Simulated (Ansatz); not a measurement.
What does this script print? It uses the Ansatz DFT code, driven from Python.

Script `run_kconv.py`:
```python
"""k-point test for AgI."""

import warnings

import ansatz as az
from ase import Atoms
from tabulate import tabulate


def main() -> None:
    warnings.simplefilter("ignore", az.DeckWarning)

    atoms = Atoms(
        ["Ag", "Ag", "I", "I"],
        scaled_positions=[
            (2 / 3, 1 / 3, 0.63),
            (1 / 3, 2 / 3, 0.13),
            (2 / 3, 1 / 3, 0.0),
            (1 / 3, 2 / 3, 0.5),
        ],
        cell=[
            (4.59, 0.0, 0.0),
            (-2.295, 3.9751, 0.0),
            (0.0, 0.0, 7.52),
        ],
        pbc=True,
    )
    system = az.Crystal.from_ase(atoms)

    base = (
        system.calculation()
        .occupations(az.OccupationsMethod.FIXED)
        .stress()
    )

    rows = []
    for value in [1.0, 0.6, 0.4, 0.3]:
        r = base.kpoints(spacing=value).run().report
        rows.append((value, r["free_energy_ev"] / len(r["lattice"]["sites"]), r["n_iterations"], sum(r["stress_gpa"][i][i] for i in range(3)) / 3, r["n_kpoints"]))

    print(tabulate(rows, headers=["spacing (1/A)", "F/atom (eV)", "iterations", "P (GPa)", "k-points"], floatfmt=".4f", tablefmt="github"))

    # differences from the last row
    for row in rows[:-1]:
        shift = 1000 * (row[1] - rows[-1][1])
        print(f"{row[0]}: {shift:+.2f} meV/atom" + ("  (within 2 meV)" if abs(shift) < 2 else ""))


if __name__ == "__main__":
    main()
```

```console
$ python run_kconv.py
|   spacing (1/A) |   F/atom (eV) |   iterations |   P (GPa) |   k-points |
|-----------------|---------------|--------------|-----------|------------|
|          1.0000 |    -7551.8582 |            8 |    2.9353 |          3 |
|          0.6000 |    -7551.9667 |            6 |    2.1228 |          8 |
|          0.4000 |    -7551.9863 |            7 |    1.8976 |         14 |
|          0.3000 |    -7551.9906 |            7 |    1.8294 |         26 |
1.0: +132.35 meV/atom
0.6: +23.92 meV/atom
0.4: +4.27 meV/atom
```

Reading the output:
- Pressure is positive in compression.
- No functional is typed, so the default, PBE, holds.
- The starting cell is as deposited in a crystallographic database; the results hold for this polymorph, which needn't be the stable one.
- Shifts are counted from the finest mesh, which is itself no proven limit.

(Lines on the test bed's own set-up are left out of the output.)
